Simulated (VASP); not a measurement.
# Sb (Fm-3m) in VASP: further runs

The runs below take Sb through equation of state, with LDA.

All numbers are computed with VASP 6.6.1; they aren't measurements. Logs are shortened: lines on timing, memory, paths and dates and some standing lists are left out, and cuts for length are marked.

## (1) The crystal as given

The structure is cubic, space group Fm-3m (No. 225). The conventional cell has a = 4.704 Å, b = 4.704 Å, c = 4.704 Å, α = 90.00°, β = 90.00°, γ = 90.00°. Around Sb (site symmetry m-3m) lie 12 Sb at 3.33 Å.

This isn't the form of Sb at room conditions, which is rhombohedral.

## (2) Equation of state, LDA, 24.98 Å³/atom (a relaxed cell with its volume scaled by 0.96)

Input file INCAR:

```
SYSTEM = Sb
  ALGO = Normal
  EDIFF = 1E-7
  ENCUT = 520
  GGA = CA
  ISIF = 2
  ISMEAR = -1
  LASPH = .True.
  LCHARG = .False.
  LREAL = .False.
  LWAVE = .False.
  NELM = 60
  PREC = Accurate
  SIGMA = 0.05
```

Input file KPOINTS:

```
k-points
0
Gamma
  8 8 8
  0 0 0
```

Input file POSCAR:

```
Sb                                      
1.0
    0.0000000000      2.3202732989      2.3202732989
    2.3202732989      0.0000000000      2.3202732989
    2.3202732989      2.3202732989     -0.0000000000
  Sb            
     1
Direct
     0.0000000000000000    0.0000000000000000    0.0000000000000000
```

Potentials or basis: VASP PAW LDA potentials, release 64 (Sb).

Run with:

```console
> cat potpaw_LDA.64/Sb/POTCAR > POTCAR
> mpirun -np 1 vasp_std > vasp.out
```

OUTCAR:

```text
SYSTEM = Sb
   EDIFF = 1E-7
   ENCUT = 520
   GGA = CA
   ISIF = 2
   ISMEAR = -1
   LASPH = .True.
   LREAL = .False.
   NELM = 60
   PREC = Accurate

 ion  position               nearest neighbor table
   1  0.000  0.000  0.000-

  LATTYP: Found a face centered cubic cell.
 ALAT       =     4.6405465978

  Lattice vectors:

 A1 = (   0.0000000000,   2.3202732989,   2.3202732989)
 A2 = (   2.3202732989,   0.0000000000,   2.3202732989)
 A3 = (   2.3202732989,   2.3202732989,   0.0000000000)

Analysis of symmetry for initial positions (statically):
=====================================================================
 Subroutine PRICEL returns:
 Original cell was already a primitive cell.

 Routine SETGRP: Setting up the symmetry group for a
 face centered cubic supercell.

 Subroutine GETGRP returns: Found 48 space group operations
 (whereof 48 operations were pure point group operations)
 out of a pool of 48 trial point group operations.

The static configuration has the point symmetry O_h .

Analysis of symmetry for dynamics (positions and initial velocities):
=====================================================================
 Subroutine PRICEL returns:
 Original cell was already a primitive cell.

 Routine SETGRP: Setting up the symmetry group for a
 face centered cubic supercell.

 Subroutine GETGRP returns: Found 48 space group operations
 (whereof 48 operations were pure point group operations)
 out of a pool of 48 trial point group operations.

The dynamic configuration has the point symmetry O_h .

 Subroutine INISYM returns: Found 48 space group operations
 (whereof 48 operations are pure point group operations),
 and found     1 'primitive' translations

----------------------------------------------------------------------------------------

                                     Primitive cell

  volume of cell :      24.9832

  direct lattice vectors                    reciprocal lattice vectors
     0.000000000  2.320273299  2.320273299    -0.215491856  0.215491856  0.215491856
     2.320273299  0.000000000  2.320273299     0.215491856 -0.215491856  0.215491856
     2.320273299  2.320273299  0.000000000     0.215491856  0.215491856 -0.215491856

  length of vectors
     3.281361968  3.281361968  3.281361968     0.373242844  0.373242844  0.373242844

  position of ions in fractional coordinates (direct lattice)
     0.000000000  0.000000000  0.000000000

[... 73 lines left out ...]
   ENCUT  =  520.0 eV  38.22 Ry    6.18 a.u.   6.10  6.10  6.10*2*pi/ulx,y,z
   NELM   =     60;   NELMIN=  2; NELMDL= -5     # of ELM steps
   EDIFF  = 0.1E-06   stopping-criterion for ELM
   LREAL  =      F    real-space projection
   EDIFFG = 0.1E-05   stopping-criterion for IOM
   NSW    =      0    number of steps for IOM
   IBRION =     -1    ionic relax: 0-MD 1-quasi-New 2-CG
   NFREE  =      0    steps in history (QN), initial steepest desc. (CG)
   ISIF   =      2    stress and relaxation
   ISYM   =      2    0-nonsym 1-usesym 2-fastsym
   POTIM  = 0.5000    time-step for ionic-motion
   TEBEG  =    0.0;   TEEND  =   0.0 temperature during run
   PSTRESS=    0.0 pullay stress
   NELECT =       5.0000    total number of electrons
   NUPDOWN=      -1.0000    fix difference up-down
   EMIN   =  10.00;   EMAX   =-10.00  energy-range for DOS
   EFERMI =   0.00;   METHOD = LEGACY
   ISMEAR =    -1;   SIGMA  =   0.05  broadening in eV -4-tet -1-fermi 0-gaus
   EFERMI_NEDOS =   21; number of points for ismear=-14 and -15
   IALGO  =     38    algorithm
   IMIX   =      4    mixing-type and parameters
     AMIX     =   0.40;   BMIX     =  1.00
     AMIX_MAG =   1.60;   BMIX_MAG =  1.00
  volume/ion in A,a.u.               =      24.98       168.59
  Fermi-wavevector in a.u.,A,eV,Ry     =   0.957596  1.809594 12.476410  0.916990
  Thomas-Fermi vector in A             =   2.086628
   LORBIT       =      0    0 simple, 1 ext, 2 COOP (PROOUT), +10 PAW based schemes
   GGA     = CA    functional components
   LHFCALC =     F    Hartree Fock is set to
   AEXX    =    0.0000 exact exchange contribution
   IVDW    =     0    specifies the selected vdW correction
   LEPSILON=     F    determine dielectric tensor
   LRPA    =     F    only Hartree local field effects (RPA)
 non-spin polarized calculation
  energy-cutoff  :      520.00
  volume of cell :       24.98
 maximum number of plane-waves:       692
   NGX = 13   NGY = 13   NGZ = 13

 number of electron       5.0000000 magnetization

 Free energy of the ion-electron system (eV)
  ---------------------------------------------------
  ext. energy  EPLUGINS =         0.00000000
  ---------------------------------------------------
  free energy    TOTEN  =        -4.51364439 eV

  energy without entropy =       -4.50162003  energy(sigma->0) =       -4.50763221

 E-fermi :   9.2690     XC(G=0): -10.6940

 val. band max:        9.1887866799   @ k =   0.5000   0.2500   0.1250
 cond. band min:       9.2736415870   @ k =  -0.3750   0.3750   0.1250
 fundamental gap:      0.0848549071
 Fermi energy:         9.2689790685

 k-point     1 :       0.0000    0.0000    0.0000
  band No.  band energies     occupation
      1      -4.1145      2.00000
      2      15.2291      0.00000
      3      15.2291      0.00000
      4      15.2291      0.00000
      5      19.4298      0.00000
      6      19.4298      0.00000
[... 199 lines left out ...]
 k-point    24 :      -0.3750    0.2500    0.1250
  band No.  band energies     occupation
      1       0.8038      2.00000
      2       4.0549      2.00000
      3       9.1450      1.84532
      4      10.9524      0.00000
      5      17.2224      0.00000
      6      18.9642      0.00000

 [... further k-points ...]

------------------------ aborting loop because EDIFF is reached ----------------------------------------

  FORCE on cell =-STRESS in cart. coord.  units (eV):
  Direction    XX          YY          ZZ          XY          YZ          ZX
  --------------------------------------------------------------------------------------
  -------------------------------------------------------------------------------------
  Total        0.4953065      0.4953065      0.4953065     -0.0000000      0.0000000      0.0000000
  in kB       31.7641478     31.7641478     31.7641478     -0.0000000      0.0000000      0.0000000
  external PRESSURE =      31.7641478 kB  Pullay stress =       0.0000000 kB

 VOLUME and BASIS-vectors are now :
 -----------------------------------------------------------------------------
  energy-cutoff  :      520.00
  volume of cell :       24.98
      direct lattice vectors                 reciprocal lattice vectors
     0.000000000  2.320273299  2.320273299    -0.215491856  0.215491856  0.215491856
     2.320273299  0.000000000  2.320273299     0.215491856 -0.215491856  0.215491856
     2.320273299  2.320273299  0.000000000     0.215491856  0.215491856 -0.215491856

 POSITION                                       TOTAL-FORCE (eV/Angst)
 -----------------------------------------------------------------------------------
      0.00000      0.00000      0.00000         0.000000      0.000000      0.000000
 -----------------------------------------------------------------------------------
    total drift:                                0.000000      0.000000     -0.000000

  FREE ENERGIE OF THE ION-ELECTRON SYSTEM (eV)
  ---------------------------------------------------
  free  energy   TOTEN  =        -4.5136443946 eV

  energy  without entropy=       -4.5016200301  energy(sigma->0) =       -4.50763221
```

Wall time 3 s (1 thread of AMD EPYC 7R13 (Zen 3), shared host); peak memory 0.09 GiB.

Results:

```yaml
Free_energy: -4.5136 eV
Pressure: 3.2 GPa
Band_gap_on_the_k_mesh: none (metal or under the smearing width)
```

## (3) Equation of state, LDA, 25.50 Å³/atom (a relaxed cell with its volume scaled by 0.98)

INCAR is that of step 2.

KPOINTS is that of step 2.

Input file POSCAR:

```
Sb                                      
1.0
    0.0000000000      2.3362756894      2.3362756894
    2.3362756894      0.0000000000      2.3362756894
    2.3362756894      2.3362756894     -0.0000000000
  Sb            
     1
Direct
     0.0000000000000000    0.0000000000000000    0.0000000000000000
```

Potentials or basis: VASP PAW LDA potentials, release 64 (Sb).

Run with:

```console
> cat potpaw_LDA.64/Sb/POTCAR > POTCAR
> mpirun -np 1 vasp_std > vasp.out
```

It took 4.1 s on 1 thread of AMD EPYC 7R13 (Zen 3), shared host; peak memory 0.11 GiB.

Results (log left out):

- Free energy: -4.5212 eV
- Pressure: 1.5 GPa
- Band gap on the k mesh: none (metal or under the smearing width)

## (4) Equation of state, LDA, 26.02 Å³/atom

INCAR is that of step 3.

KPOINTS is that of step 3.

Input file POSCAR:

```
Sb                                      
1.0
    0.0000000000      2.3520618148      2.3520618148
    2.3520618148      0.0000000000      2.3520618148
    2.3520618148      2.3520618148     -0.0000000000
  Sb            
     1
Direct
     0.0000000000000000    0.0000000000000000    0.0000000000000000
```

Run with:

```console
> cat potpaw_LDA.64/Sb/POTCAR > POTCAR
> mpirun -np 1 vasp_std > vasp.out
```

It took 4.7 s on 1 thread of AMD EPYC 7R13 (Zen 3), shared host; peak memory 0.11 GiB.

It converged, with:

| Property | Result |
| --- | --- |
| Free energy | -4.5237 eV |
| Pressure | 0.0 GPa |
| Band gap on the k mesh | none (metal or under the smearing width) |

## (5) Equation of state, LDA, 26.54 Å³/atom (a relaxed cell with its volume scaled by 1.02)

INCAR is that of step 4.

KPOINTS is that of step 4.

Input file POSCAR:

```
Sb                                      
1.0
    0.0000000000      2.3676388371      2.3676388371
    2.3676388371      0.0000000000      2.3676388371
    2.3676388371      2.3676388371     -0.0000000000
  Sb            
     1
Direct
     0.0000000000000000    0.0000000000000000    0.0000000000000000
```

Run with:

```console
> cat potpaw_LDA.64/Sb/POTCAR > POTCAR
> mpirun -np 1 vasp_std > vasp.out
```

Wall time 4.2 s (1 thread of AMD EPYC 7R13 (Zen 3), shared host); peak memory 0.11 GiB.

Results (log left out):

```
Free energy            : -4.5214 eV
Pressure               : -1.4 GPa
Band gap on the k mesh : none (metal or under the smearing width)
```

## (6) Equation of state, LDA, 27.07 Å³/atom (a relaxed cell with its volume scaled by 1.04)

INCAR is that of step 5.

KPOINTS is that of step 5.

Input file POSCAR:

```
Sb                                      
1.0
    0.0000000000      2.3830135460      2.3830135460
    2.3830135460      0.0000000000      2.3830135460
    2.3830135460      2.3830135460     -0.0000000000
  Sb            
     1
Direct
     0.0000000000000000    0.0000000000000000    0.0000000000000000
```

Potentials or basis: VASP PAW LDA potentials, release 64 (Sb).

Run with:

```console
> cat potpaw_LDA.64/Sb/POTCAR > POTCAR
> mpirun -np 1 vasp_std > vasp.out
```

Wall time 4.4 s (1 thread of AMD EPYC 7R13 (Zen 3), shared host); peak memory 0.11 GiB.

It converged, with:

| Property | Result |
| --- | --- |
| Free energy | -4.5149 eV |
| Pressure | -2.6 GPa |
| Band gap on the k mesh | none (metal or under the smearing width) |

## (7) Equation of state, LDA

This step only gathers the single runs of the series.

Results:

- Equilibrium volume: 26.02 Å³/atom
- Bulk modulus: 72 GPa
- Pressure derivative of the bulk modulus: 4.0 (rough: it moves with the points fitted)

Energy against volume, from the lowest point:
```
volume (Å³/atom)  energy (meV/atom)
          24.983              10.02
          25.504               2.42
          26.024               0.00
          26.545               2.26
          27.065               8.76
```
